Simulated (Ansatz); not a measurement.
## MgO under changes of volume

One of the cells (11.804 Å³/atom); the others are scaled copies at fixed shape and fractional positions:

```
Mg O
1.0
     3.30779    0.00000    0.00000
    -1.65389    2.86463    0.00000
     0.00000    0.00000    4.98288
Mg O
2 2
Direct
  0.66667 0.33333 0.50216
  0.33333 0.66667 0.00216
  0.66667 0.33333 0.90244
  0.33333 0.66667 0.40244
```

Measurements of this composition are mostly on another form, of space group No. 225.

```yaml
Program: Ansatz 0.2.0
Functional: PBEsol
Potentials_or_basis: all-electron LAPW, scalar-relativistic
Cutoff: 332 eV (chosen from the basis error)
Basis_error_allowed: 0.002 eV/atom
k_mesh: 9 × 9 × 6
Occupations: fermi-dirac, width 0.05 eV
Spin: no spin polarisation
```

| volume (Å³/atom) | energy over the lowest point (meV/atom) | pressure (GPa) | gap on the mesh (eV) | largest force (eV/Å) |
| --- | --- | --- | --- | --- |
| 11.096 | ? | ? | ? | ? |
| 11.332 | 8.52 | 5.7 | 3.57 | 0.032 |
| 11.568 | 2.27 | 2.9 | 3.46 | 0.011 |
| 11.804 | 0.00 | 0.3 | 3.35 | 0.009 |
| 12.040 | 1.32 | -2.0 | 3.24 | 0.027 |
| 12.276 | 5.89 | -4.1 | 3.14 | 0.044 |
| 12.512 | 13.40 | -6.0 | 3.04 | 0.059 |

**Question.** What does the run at 11.096 Å³/atom give?

**Answer.** Energy over the lowest point 19.17 meV/atom; pressure 8.8 GPa; gap on the mesh 3.69 eV; largest force 0.054 eV/Å.

Worked out: A Birch-Murnaghan fit of order 3 (a polynomial in V^(-2/3)) to the other rows has its minimum at 11.83 Å³/atom with B0 = V·E''(V) = 121 GPa and B' = 4.1 at fixed shape and positions, which overstates the stiffness. It gives 19.17 meV/atom at 11.096 Å³/atom, against the run's 19.17, and -dE/dV = 8.8 GPa, against 8.8. A straight line through the other rows of the gap, of slope -5.37 eV per unit of ln V (its deformation potential), extrapolates to 3.68 eV, against the run's 3.69.

Energies are extrapolated to zero smearing.

Caveats: an odd mesh through Γ misses points on the zone boundary, where band edges often lie.
